BaTiO3 (R3m, measured cell scaled at fixed shape, atoms not relaxed) in Ansatz 0.2.0 with scalar-relativistic PBE, no spin, 9×9×9 k points and 0.05 eV Fermi-Dirac smearing. LAPW has a basis error of 1 meV/atom, all-electron PAW uses datasets made for the crystal, and PAW is frozen-core with default datasets at 420 eV. Compression is positive; Vzz is the largest principal field gradient.

```csv
V/V(given),volume (Å³/atom),"pressure, LAPW (GPa)","energy above the lowest row, LAPW (meV/atom)","largest Vzz, all-electron PAW (1e21 V/m^2)","largest Vzz, PAW (1e21 V/m^2)"
0.9400,12.07,17.66,58.2,1.56,1.63
0.9600,12.33,12.98,33.7,1.73,1.80
0.9800,12.58,8.78,16.3,1.89,1.96
0.9900,12.71,6.84,10.1,1.97,2.04
1.0100,12.97,3.26,2.0,2.12,2.21
1.0200,13.10,1.60,0.1,2.20,2.28
1.0400,13.35,-1.45,0.0,2.35,2.43
1.0600,13.61,-4.20,4.6,2.50,2.58
```

The default PAW files give the pressure of this crystal almost perfectly and its electric field gradient only to within 3 to 5 percent, both measured against all-electron PAW. The pressure needs nothing better. The gradient may, because it is read at the nucleus, where the default files simplify most. The largest gradient, $V_{zz}$, sits on oxygen in the two rows whose site values were inspected, 0.96 and 1.04.

A hydrogen atom in its 2p state shows why one set of files can do so well and so poorly. Make the orbital one percent too compact. The energy has its minimum at the exact orbital, so its error is the square of the deviation, about 0.01 percent. The gradient weights the electron by $1/r^3$ and scales as the cube of the compactness, so it is wrong by 3 percent. As the orbital error shrinks, the energy error vanishes much faster than the gradient error.

The same principle covers the frozen core. Freezing only forbids the core orbitals to adjust, so the energy error is expected to go as the square of the adjustment that is missed. The analogy has a limit, since PAW files also describe the region near the nucleus with a finite set of functions, which has no such strict protection. There, cancellation helps: any error that is the same at every volume drops out of the pressure, $P=-dE/dV$. Default PAW indeed follows the LAPW energy differences within 0.1 meV/atom.

To compare the two errors, ask which change of volume would have the same effect. A straight line through the all-electron PAW gradients of all eight rows rises by 0.078 (in units of $10^{21}$ V/m²) per percent of volume. The default files lie 0.076 too high on average, so their error equals a volume error of $0.076/0.078\approx1.0$ percent. The line is a working slope rather than a law, as the gradient rises more steeply at small volumes.

For the pressure, the step from all-electron to default PAW is divided by the bulk modulus, taken from a Birch-Murnaghan curve through all eight LAPW pressures. The result is at most 0.013 percent of volume, well under a fiftieth of the gradient's error. Integrating that curve returns the LAPW energies, which were not used in the fit, to within their printed digits. The pressures and energies therefore belong together.

The choice of cell matters more than either. With the fractional positions held, the PBE pressure vanishes about 3 percent above the given volume, and moving there raises the gradient by 0.24, three times the error of the default files. PBE is known to make ferroelectric perovskites too large, so a gradient meant for comparison with experiment is better computed in the measured cell, provided that cell was measured at the pressure of the experiment, which the data don't state.

Why the gradient rises at all is only partly clear. Fixed point charges moved apart in proportion would give a gradient that falls as $1/V$, so they alone can't explain the rise. A change in the electron cloud around oxygen is the likely cause, but the data don't show which orbitals are responsible. The ions were also kept at fixed fractional positions, although at 0.96 the force on titanium reaches 0.5 eV/Å. The trend is therefore not a prediction for the real crystal, whose off-centre distortion is expected to shrink under pressure.

One setting can spoil even the pressure. The stress formula keeps the number of plane waves fixed while the cell changes, which at a modest cutoff biases the result. At 420 eV and near zero pressure the correction for this is about 0.5 GPa, worth 0.3 percent of volume, far more than the error of the files themselves. It is evidently included here: without it, pressures and energies would disagree by 5 meV/atom over the whole range. In the limit of a complete basis it vanishes, and at the higher cutoffs of all-electron PAW it is only about 0.001 GPa in all eight rows.

For this crystal, use the default files for volumes, pressures and energy differences between volumes, and make sure that the stress correction is on. They also serve for the change of the gradient with volume, because their offset is nearly the same in every row. For its absolute size, the offset amounts to roughly 50 kHz in the quadrupole coupling of oxygen-17. That is harmless for telling apart sites that differ by several hundred kilohertz, but too much if tens of kilohertz matter.

In that case, run all-electron PAW at one volume and shift the default curve by the difference. By the printed values this leaves at most 0.02, and a shift averaged over all rows at most 0.014. A constant factor works about equally well. The numbers don't reveal whether the frozen core, the description near the nucleus or the cutoff causes the offset. All-electron PAW needs 1.5 to 2 times as many plane waves, besides the work of making its datasets.

LAPW carries 36 occupied bands instead of 20, which makes steps that grow with the square of that number about three times as heavy. For pressure it only confirms all-electron PAW, to the printed digits. A LAPW gradient is not available here, and it would be the more useful check, since agreement in pressure is a weak test of the density at a nucleus. All three levels share PBE, so none of them corrects its volume or its own error in the gradient, which may be as large as the offset of the default files. They also all leave out spin-orbit coupling, which the runs flag for the gradients because of the heavy atoms, here barium. This should largely cancel between the two PAW levels, but it adds an error of unknown size to the absolute gradient, probably a small one on oxygen.

The printed analysis below gives the steps row by row.

Printed output of the fit:

```
fit of P_LAPW on 8 rows: coefficient of t1 -166.9 +/- 1.5, coefficient of t2 87.75 +/- 3, coefficient of t3 84.11 +/- 1.5; rms 0.00203, worst 1.02 0.00489, leave-one-out rms 0.0028
fit of Vzz_allelectronPAW on 8 rows: constant -5.758 +/- 0.07, coefficient of vr 7.798 +/- 0.07; rms 0.00648, worst 0.94 0.0121, leave-one-out rms 0.0103
default PAW less all-electron PAW:
   row  pressure step (MPa)  gap step (meV)  Vzz step (1e21 V/m^2)  Vzz step (%)  plane-wave ratio
  0.94                29.79            6.27                   0.07         4.487              1.97
  0.96                 22.1           6.318                   0.07         4.046              1.97
  0.98                15.89           5.836                   0.07         3.704             1.707
  0.99                   13            6.08                   0.07         3.553             1.707
  1.01                 7.65           5.469                   0.09         4.245             1.623
  1.02                5.406             5.8                   0.08         3.636             1.623
  1.04                  0.5           5.516                   0.08         3.404              1.54
  1.06               -4.112           5.328                   0.08           3.2              1.54
zero-pressure volume above the given cell, LAPW (%): 3.049
pressure at the given cell from the fit (GPa): 5.001
bulk modulus at zero pressure (GPa): 157.1
largest miss of energies integrated from pressure, LAPW (meV/atom): 0.03305
largest pressure gap, all-electron PAW to LAPW as printed (GPa): 0.003429
largest pressure step of default PAW as a volume change (%): 0.01284
largest gap in relative energy, default PAW to LAPW (meV/atom): 0.08
mean Vzz offset of default PAW (1e21 V/m^2): 0.07625
mean Vzz offset as a volume change (%): 0.9778
largest Vzz miss after a constant shift (1e21 V/m^2): 0.01375
largest Vzz miss after a constant factor (1e21 V/m^2): 0.01461
Vzz change from given cell to zero-pressure volume (1e21 V/m^2): 0.2378
Pulay correction at 420 eV as a volume change (%): 0.3342
energy mismatch over the whole range if it were left out (meV/atom): 5.049
mean Vzz offset as oxygen-17 coupling, rough (kHz): 48.35
```
